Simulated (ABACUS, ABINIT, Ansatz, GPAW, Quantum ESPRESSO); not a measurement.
## Cost and result for the band gap of ZnS

It takes space group P6_3mc (No. 186, hexagonal). The conventional cell has a = 3.811 Å, b = 3.811 Å, c = 6.234 Å, α = 90.00°, β = 90.00°, γ = 120.00°. Zn (site symmetry 3m) has 4 S at 2.31 to 2.40 Å as nearest neighbours. S (site symmetry 3m) has 4 Zn at 2.31 to 2.40 Å as nearest neighbours.

```csv
rung,level,program and potentials,cutoff (eV),k mesh,task,core time,chip,band gap (eV),notes
GGA,PBE,"Quantum ESPRESSO, SG15 PBE 1.2",952,4 × 4 × 2,single point,9.2 s,AMD EPYC 9R45 Zen 5,2.24,coarse mesh; 13 valence electrons an atom on average
GGA,PBEsol,"Ansatz, all-electron LAPW, scalar-relativistic",-,8 × 8 × 5,band structure,63 s,Arm Neoverse V1,2.11,-
non-local van der Waals functional,vdW-DF2,"GPAW, GPAW PAW data sets (gpaw-data 1.2.1)",600,6 × 6 × 3,band structure,65 s,Intel Xeon 6975P-C Granite Rapids,2.22,potentials made for PBE; 9 valence electrons an atom on average
LDA,LDA,"ABINIT, JTH PAW LDA v2.0",544,6 × 6 × 4,single point,73 s,Arm Neoverse V1,1.97,9 valence electrons an atom on average
GGA,PBEsol,"ABACUS, GBRV ultrasoft 1.5 PBEsol, plane waves",544,6 × 6 × 4,single point,1.8 min,Intel Xeon 6975P-C Granite Rapids,2.10,13 valence electrons an atom on average
GGA,PBEsol,"ABINIT, JTH PAW PBE v2.0",544,6 × 6 × 4,single point,1.9 min,Arm Neoverse V2,2.09,potentials made for PBE; 9 valence electrons an atom on average
LDA,LDA,"ABINIT, PseudoDojo NC SR LDA v0.4.1 standard",816,6 × 6 × 4,single point,2.1 min,Arm Neoverse V1,1.98,13 valence electrons an atom on average
GGA,revPBE,"GPAW, the program's PAW data sets (release 1.2.1) made for this functional",600,6 × 6 × 3,band structure,2.5 min,Arm Neoverse V2,2.37,9 valence electrons an atom on average
```

Times are single runs on shared hosts and different chips, so they are rough; meshes, cutoffs and the tasks' sizes weigh on the time. All rows: no spin polarisation. Gaps are the least found on the k mesh or the band path, and a mesh can miss the band edges. The cell comes from a database and isn't always the measured one. Meshes differ between rows, which moves values too. All levels ran on this one cell, unrelaxed unless noted. Meshes are those of the run's cell of 4 atoms unless a note names another. Misses use the values as printed. Runs on faulty files, with rough fits or with known faults for this quantity aren't shown. No row holds spin-orbit coupling.

Measured: 3.91 eV at 4 K (a printed reference work).

Which of the timed runs without a coarse mesh or an atomic basis is the cheapest that comes within 0.3 eV of the measured band gap?

None of them does; the nearest misses by -1.54 eV. LDA and GGA gaps fall short mostly because these functionals lack the derivative discontinuity; the runs are for a static lattice, while measurements hold temperature and zero-point motion.
